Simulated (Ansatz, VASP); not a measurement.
AlNi in VASP and in Ansatz

```
Al Ni
1.0
     2.77359    0.00000    0.00000
     0.00000    2.77359    0.00000
     0.00000    0.00000    2.77359
Al Ni
1 1
Direct
  0.00000 0.00000 0.00000
  0.50000 0.50000 0.50000
```

Alike in both runs: task single point; functional PBEsol; k mesh 14 × 14 × 14; occupations gaussian, width 0.1 eV; no spin polarisation.

```csv
,VASP,Ansatz
version,VASP 6.6.1,Ansatz 0.2.0
potentials or method,"VASP PAW PBE potentials, release 64 (Al, Ni)","scalar-relativistic, plane waves, PAW"
plane-wave cutoff (eV),520,420
valence electrons in the cell,13,21
```

Ansatz gave:

| Quantity | Value |
| --- | --- |
| gap on the k mesh at the Fermi level (eV) | none |
| pressure (GPa) | 20.1 |

**Question.** What did VASP give for the same quantities?

**Answer.** gap on the k mesh at the Fermi level (eV): none; pressure (GPa): 20.2.

A gap of «none» marks a metal or a gap that the smearing closes. The two sets of potentials don't hold the same shells in valence.

Caveats: so large a pressure means that the cell lies far from this level's equilibrium, or that cutoff or potentials fall short (VASP); the potentials were made for another functional, which shifts forces and pressure (VASP). Spin polarisation is off, so any magnetic state and its effect on volume and gap are missing.
